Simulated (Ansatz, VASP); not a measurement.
## C: VASP beside Ansatz

```
C
1.0
     2.41195    0.00000    0.00000
    -1.20598    2.08881    0.00000
     0.00000    0.00000    6.52044
C
4
Direct
  0.00000 0.00000 0.25000
  0.00000 0.00000 0.75000
  0.33333 0.66667 0.25000
  0.66667 0.33333 0.75000
```

Alike in both runs: task single point; functional LDA; k mesh 14 × 14 × 5; occupations fermi-dirac, width 0.05 eV; no spin polarisation.

```csv
,VASP,Ansatz
version,VASP 6.6.1,Ansatz 0.2.0
potentials or method,"VASP PAW LDA potentials, release 64 (C)","plane waves (420 eV) with PAW, scalar-relativistic"
plane-wave cutoff (eV),520,420
valence electrons in the cell,16,16
```

|  | VASP | Ansatz | Ansatz less VASP |
| --- | --- | --- | --- |
| pressure (GPa) | 13.8 | 12.9 | -0.85 |
| largest component of the traceless stress (GPa) | 13.36 | 12.39 | -0.968 |

Ansatz warned: «pseudo_functional_mismatch».
